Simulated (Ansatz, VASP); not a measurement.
AlN: VASP beside Ansatz

```
Al N
1.0
     3.16583    0.00000    0.00000
    -1.58292    2.74169    0.00000
     0.00000    0.00000    5.06717
Al N
2 2
Direct
  0.33333 0.66667 0.00152
  0.66667 0.33333 0.50152
  0.33333 0.66667 0.38348
  0.66667 0.33333 0.88348
```

Change from the starting cell: mode 4 frozen in at +0.000 Å, equal normal strain along x, y and z +0.0250.

Alike in both runs: task single point; functional LDA; k mesh 9 × 9 × 6; occupations gaussian, width 0.05 eV; no spin polarisation.

|  | VASP | Ansatz |
| --- | --- | --- |
| version | VASP 6.6.1 | Ansatz 0.2.0 |
| potentials or method | VASP PAW LDA potentials, release 64 (Al, N) | scalar-relativistic, plane waves, PAW |
| plane-wave cutoff (eV) | 520 | 520 |
| valence electrons in the cell | 16 | 16 |

```tsv
	VASP	Ansatz	Ansatz less VASP
gap on the k mesh at the Fermi level (eV)	3.77	3.77	-0.006
least direct gap on the mesh (eV)	3.77	3.77	-0.006
pressure (GPa)	-13.1	-13.5	-0.41
largest component of the traceless stress (GPa)	0.60	0.61	+0.012
rms of the force components (eV/Å)	0.016	0.016	0.0000
```

Atom by atom the forces differ by 0.000 eV/Å (rms over components). Ansatz warned: «pseudo_functional_mismatch».

Caveats: an odd mesh through Γ misses points on the zone boundary, where band edges often lie.
